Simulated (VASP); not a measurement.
# MnS (Fm-3m) in VASP: settings compared, part 2 of 2

VASP 6.6.1. Earlier steps stand in the parts before.

## 5. Single point, RPBE, collinear spin, ferromagnetic start

Input file run.py:

```python
from ase.calculators.vasp import Vasp
from ase.dft.bandgap import bandgap
from ase.io import read

atoms = read('MnS.cif')
atoms.set_initial_magnetic_moments([4.0, 0.0])
calc = Vasp(
    directory='calc',
    xc='rpbe',
    pp='PBE',
    setups={'base': 'minimal', 'Mn': '_GW', 'S': '_GW'},
    prec='Accurate',
    encut=550,
    ediff=1e-06,
    ismear=0,
    sigma=0.02,
    lreal=False,
    lasph=True,
    nelm=150,
    algo='Normal',
    isif=2,
    lwave=False,
    lcharg=False,
    ispin=2,
    lorbit=11,
    lmaxmix=4,
    kpts=[9, 9, 9],
    gamma=True,
)
atoms.calc = calc

print('energy (eV):', atoms.get_potential_energy())
print('free energy (eV):', atoms.get_potential_energy(force_consistent=True))
print('forces (eV/A):')
print(atoms.get_forces())
print('stress (eV/A^3, Voigt):', atoms.get_stress())
print('Fermi level (eV):', calc.get_fermi_level())
print('moment (muB):', atoms.get_magnetic_moment())
print('site moments (muB):', atoms.get_magnetic_moments())
gap, top, bottom = bandgap(calc)
print('band gap (eV):', gap, 'from (spin, k, band)', top, 'to', bottom)
```

Input file MnS.cif:

```cif
data_MnS
_cell_length_a 3.68331922
_cell_length_b 3.68331922
_cell_length_c 3.68331922
_cell_angle_alpha 60.00000000
_cell_angle_beta 60.00000000
_cell_angle_gamma 60.00000000
_space_group_name_H-M_alt 'P1'
_space_group_name_Hall 'P 1'
_space_group_IT_number 1
loop_
_space_group_symop_operation_xyz
'x,y,z'
loop_
_atom_site_label
_atom_site_type_symbol
_atom_site_symmetry_multiplicity
_atom_site_Wyckoff_symbol
_atom_site_fract_x
_atom_site_fract_y
_atom_site_fract_z
_atom_site_occupancy
Mn1 Mn 1 a 0.0000000000 0.0000000000 0.0000000000 1
S1 S 1 a 0.5000000000 0.5000000000 0.5000000000 1
```

The run is started by

```sh
> python run.py
```

It took 33 s on 1 thread of Intel Xeon Platinum 8559C (Emerald Rapids), shared host; peak memory 0.19 GiB.

Results (log left out):

```
Free energy                                           : -13.4448 eV
Pressure                                              : 0.6 GPa
Band gap on the k mesh                                : none (metal or under the smearing width)
Net moment                                            : 4.79 μB per cell
Site moments                                          : Mn +4.35; S +0.14 μB
Valence electrons inside the program's atomic spheres : Mn 5.54; S 3.73
```

Levels at points of the mesh, in eV from the Fermi level:
Spin up:
```tsv
k point	band 5	band 6	band 7	band 8	band 9	band 10	band 11	band 12
(0.00, 0.00, 0.00)	-3.37	-3.37	-1.84	-1.84	-1.84	1.81	8.52	8.52
```
Spin down:
| k point | band 1 | band 2 | band 3 | band 4 | band 5 | band 6 | band 7 | band 8 |
| --- | --- | --- | --- | --- | --- | --- | --- | --- |
| (0.00, 0.00, 0.00) | -14.23 | -1.62 | -1.62 | -1.62 | 0.42 | 0.42 | 0.42 | 0.43 |

Caveat: the PAW data sets were made with another functional, which shifts forces and pressure a little; a cell with one magnetic atom can't hold antiferromagnetic order, which such compounds often take; semilocal functionals often make such compounds metallic where correlation or magnetic order opens a gap, which also shifts bond lengths. With open d or f shells a metallic result of RPBE can be an artefact of self-interaction; +U or a hybrid may open a gap.

## 6. Single point, PBE, collinear spin, ferromagnetic start

Input file INCAR:

```
PREC     = Accurate       # precision mode
ENCUT    = 500            # plane-wave cutoff, eV
EDIFF    = 1E-6           # SCF threshold, eV
ISMEAR   = 0              # smearing method
SIGMA    = 0.05           # smearing width, eV
LREAL    = False          # projectors in reciprocal space
LASPH    = True           # aspherical terms in the spheres
NELM     = 100            # most SCF steps
ALGO     = Normal         # electronic algorithm
ISIF     = 2              # what is computed and relaxed
LWAVE    = False          # write WAVECAR
LCHARG   = True           # write CHGCAR
ISPIN    = 2              # spin polarisation
MAGMOM   = 4 0            # initial moments
LORBIT   = 11             # projections on sites
LMAXMIX  = 4              # l up to which the mixer works
GGA      = PE             # functional
LELF     = True           # ELF
LVHAR    = True
```

Input file KPOINTS:

```
regular mesh
0
Gamma
  9 9 9
```

Input file POSCAR:

```
MnS
1.0
    0.0000000000      2.6045000000      2.6045000000
    2.6045000000      0.0000000000      2.6045000000
    2.6045000000      2.6045000000      0.0000000000
Mn S
1 1
Direct
    0.0000000000      0.0000000000      0.0000000000
    0.5000000000      0.5000000000      0.5000000000
```

Potentials or basis: VASP PAW PBE potentials, release 64 (Mn, S).

The run is started by

```sh
> cat potpaw_PBE.64/Mn/POTCAR potpaw_PBE.64/S/POTCAR > POTCAR
> mpirun -np 1 vasp_std > vasp.out
```

OUTCAR:

```text
PREC = Accurate
   ENCUT = 500
   EDIFF = 1E-6
   ISMEAR = 0
   LREAL = False
   LASPH = True
   NELM = 100
   ISIF = 2
   ISPIN = 2
   LORBIT = 11
   GGA = PE

 ion  position               nearest neighbor table
   1  0.000  0.000  0.000-   2 2.60   2 2.60   2 2.60   2 2.60   2 2.60   2 2.60
   2  0.500  0.500  0.500-   1 2.60   1 2.60   1 2.60   1 2.60   1 2.60   1 2.60

  LATTYP: Found a face centered cubic cell.
 ALAT       =     5.2090000000

  Lattice vectors:

 A1 = (   0.0000000000,   2.6045000000,   2.6045000000)
 A2 = (   2.6045000000,   0.0000000000,   2.6045000000)
 A3 = (   2.6045000000,   2.6045000000,   0.0000000000)

Analysis of symmetry for initial positions (statically):
=====================================================================
 Subroutine PRICEL returns:
 Original cell was already a primitive cell.

 Routine SETGRP: Setting up the symmetry group for a
 face centered cubic supercell.

 Subroutine GETGRP returns: Found 48 space group operations
 (whereof 48 operations were pure point group operations)
[... 1247 lines left out ...]
     10      11.0801      0.00000
     11      12.8448      0.00000
     12      13.1622      0.00000

------------------------ aborting loop because EDIFF is reached ----------------------------------------

  FORCE on cell =-STRESS in cart. coord.  units (eV):
  Direction    XX          YY          ZZ          XY          YZ          ZX
  --------------------------------------------------------------------------------------
  -------------------------------------------------------------------------------------
  Total       -0.6551684     -0.6551684     -0.6551684     -0.0000000      0.0000000     -0.0000000
  in kB      -29.7071124    -29.7071124    -29.7071124     -0.0000000      0.0000000     -0.0000000
  external PRESSURE =     -29.7071124 kB  Pullay stress =       0.0000000 kB

 VOLUME and BASIS-vectors are now :
 -----------------------------------------------------------------------------
  energy-cutoff  :      500.00
  volume of cell :       35.33
      direct lattice vectors                 reciprocal lattice vectors
     0.000000000  2.604500000  2.604500000    -0.191975427  0.191975427  0.191975427
     2.604500000  0.000000000  2.604500000     0.191975427 -0.191975427  0.191975427
     2.604500000  2.604500000  0.000000000     0.191975427  0.191975427 -0.191975427

 POSITION                                       TOTAL-FORCE (eV/Angst)
 -----------------------------------------------------------------------------------
      0.00000      0.00000      0.00000         0.000000     -0.000000     -0.000000
      2.60450      2.60450      2.60450        -0.000000      0.000000      0.000000
 -----------------------------------------------------------------------------------
    total drift:                                0.000000      0.000000      0.000000

  FREE ENERGIE OF THE ION-ELECTRON SYSTEM (eV)
  ---------------------------------------------------
  free  energy   TOTEN  =       -14.0476895470 eV

  energy  without entropy=      -14.0465795199  energy(sigma->0) =      -14.04713453

 total charge

# of ion       s       p       d       tot
------------------------------------------
    1        0.217   0.210   4.914   5.340
    2        1.328   2.400   0.000   3.728
--------------------------------------------------
tot          1.545   2.609   4.914   9.068

 magnetization (x)

# of ion       s       p       d       tot
------------------------------------------
    1        0.053   0.039   4.153   4.245
    2        0.027   0.082   0.000   0.109
--------------------------------------------------
tot          0.079   0.121   4.153   4.354
```

stdout:

```text
POSCAR found type information on POSCAR MnS
 POSCAR found :  2 types and       2 ions
 scaLAPACK will be used
 LDA part: xc-table for (Slater+PW92), standard interpolation
 POSCAR, INCAR and KPOINTS ok, starting setup
 FFT: planning ... GRIDC
 FFT: planning ... GRID_SOFT
 FFT: planning ... GRID
 WAVECAR not read
 entering main loop
```

It took 36 s on 1 thread of Intel Xeon Platinum 8488C (Sapphire Rapids), shared host; peak memory 0.18 GiB.

Results:

- Free energy: -14.0477 eV
- Pressure: -3.0 GPa
- Band gap on the k mesh: none (metal or under the smearing width)
- Net moment: 4.72 μB per cell
- Site moments: Mn +4.25; S +0.11 μB
- Valence electrons inside the program's atomic spheres: Mn 5.34; S 3.73

Levels at points of the mesh, in eV from the Fermi level:
Spin up:
```
           k point  band 6  band 7  band 8  band 9  band 10  band 11  band 12
(0.00, 0.00, 0.00)   -3.28   -1.83   -1.83   -1.83     1.75     8.61     8.61
```
Spin down:
| k point | band 2 | band 3 | band 4 | band 5 | band 6 | band 7 |
| --- | --- | --- | --- | --- | --- | --- |
| (0.00, 0.00, 0.00) | -1.61 | -1.61 | -1.61 | 0.32 | 0.32 | 0.32 |

Caveat: a cell with one magnetic atom can't hold antiferromagnetic order, which such compounds often take; semilocal functionals often make such compounds metallic where correlation or magnetic order opens a gap, which also shifts bond lengths. With open d or f shells a metallic result of PBE can be an artefact of self-interaction; +U or a hybrid may open a gap.

## 7. The runs side by side

```csv
task,level,potentials or basis,cell,k mesh,cutoff (eV),smearing,ladder,gap on the mesh (eV),pressure (GPa),moment (μB)
single point,PBE,"VASP PAW PBE potentials, release 64 (Mn_pv, S)",as given,9 × 9 × 9,520,gaussian 0.05 eV,-,none,-2.9,4.72
relaxation of cell and atoms,PBE,"VASP PAW PBE potentials, release 64 (Mn_pv, S)",relaxed,8 × 8 × 8,600,fermi-dirac 0.05 eV,gaps,none,0.0,4.62
single point,RPBE,"VASP PAW PBE potentials, release 64 (Mn_GW, S_GW)",as given,9 × 9 × 9,550,gaussian 0.02 eV,-,none,0.6,4.79
single point,PBE,"VASP PAW PBE potentials, release 64 (Mn, S)",as given,9 × 9 × 9,500,gaussian 0.05 eV,-,none,-3.0,4.72
```

Alike in all rows: spin collinear, ferromagnetic start.

Caveats: a cell with one magnetic atom can't hold antiferromagnetic order, which such compounds often take; semilocal functionals often make such compounds metallic where correlation or magnetic order opens a gap, which also shifts bond lengths; the PAW data sets were made with another functional, which shifts forces and pressure a little (some runs).

Absolute energies hang on the potentials; compare differences alone.
